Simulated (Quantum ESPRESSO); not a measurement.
# CuCl2: band structure with PBEsol

Crystal: CuCl2.

```
CELL_PARAMETERS angstrom
-2.25486 2.25486 6.85990
2.25486 -2.25486 6.85990
2.25486 2.25486 -6.85990
ATOMIC_POSITIONS crystal
Cu 0.00000 0.00000 0.00000
Cl 0.00000 0.50000 0.50000
Cl 0.50000 0.00000 0.50000
```

Measurements of this composition are mostly on another form, of space group No. 12.

```json
{"Program": "Quantum ESPRESSO 7.5", "Task": "band structure", "Functional": "PBEsol", "Potentials or basis": "GBRV 1.5 PBEsol", "Cutoff": "762 eV", "Density cutoff": "6095 eV", "k mesh": "8 × 8 × 8", "Occupations": "fermi-dirac, width 0.05 eV", "Spin": "no spin polarisation", "Mixing beta": "0.5", "Most SCF iterations": "120", "SCF threshold": "6e-10 Ry"}
```

```yaml
Pressure: -0.9 GPa
Band_gap_on_the_k_mesh: none (metal or under the smearing width)
```

Stress tensor (GPa, compression positive):
```
-1.33  0.00  0.00
 0.00 -1.33  0.00
 0.00  0.00 -0.05
```

Levels at the corners of the path, in eV from the Fermi level:
| point | band 13 | band 14 | band 15 | band 16 | band 17 | band 18 | band 19 | band 20 | band 21 | band 22 |
| --- | --- | --- | --- | --- | --- | --- | --- | --- | --- | --- |
| Γ | -1.57 | -1.35 | -0.98 | -0.68 | -0.68 | 3.08 | 5.84 | 7.96 | 8.87 | 10.15 |
| X | -0.82 | -0.33 | -0.33 | 0.22 | 1.99 | 5.26 | 8.18 | 8.39 | 8.42 | 8.48 |
| Y | -0.83 | -0.37 | -0.34 | 0.16 | 1.87 | 5.33 | 7.86 | 8.33 | 8.35 | 8.92 |
| S | -1.57 | -1.39 | -0.56 | -0.43 | -0.37 | 6.42 | 6.43 | 8.02 | 8.35 | 9.20 |
| Γ | -1.57 | -1.35 | -0.98 | -0.68 | -0.68 | 3.08 | 5.84 | 7.96 | 8.87 | 10.15 |
| Z | -1.57 | -1.35 | -0.98 | -0.68 | -0.68 | 3.14 | 6.18 | 7.33 | 9.63 | 9.87 |
| S1 | -1.57 | -1.39 | -0.56 | -0.43 | -0.37 | 6.42 | 6.43 | 8.02 | 8.35 | 9.20 |
| N | -1.57 | -1.39 | -0.56 | -0.43 | -0.35 | 6.45 | 6.53 | 8.09 | 8.14 | 9.84 |
| P | -0.82 | -0.33 | -0.33 | 0.22 | 1.99 | 5.26 | 8.17 | 8.30 | 8.30 | 8.80 |
| Y1 | -0.83 | -0.37 | -0.34 | 0.16 | 1.87 | 5.33 | 7.86 | 8.33 | 8.35 | 8.92 |
| Z | -1.57 | -1.35 | -0.98 | -0.68 | -0.68 | 3.14 | 6.18 | 7.33 | 9.63 | 9.87 |
| X | -0.82 | -0.33 | -0.33 | 0.22 | 1.99 | 5.26 | 8.18 | 8.39 | 8.42 | 8.48 |
| P | -0.82 | -0.33 | -0.33 | 0.22 | 1.99 | 5.26 | 8.17 | 8.30 | 8.30 | 8.80 |

Wall time 11 min on 2 MPI ranks on Intel(R) Xeon(R) Platinum 8259CL CPU @ 2.50GHz (Skylake/Cascade Lake) (shared host), peak memory 0.92 GiB a rank.

Caveat: an odd number of electrons without spin polarisation forces a metal; a magnetic or distorted state may lie lower; the run has no spin polarisation, though such a crystal can be magnetic; semilocal functionals often make such compounds metallic where correlation or magnetic order opens a gap, which also shifts bond lengths. With open d or f shells a metallic result of PBEsol can be an artefact of self-interaction; +U or a hybrid may open a gap.
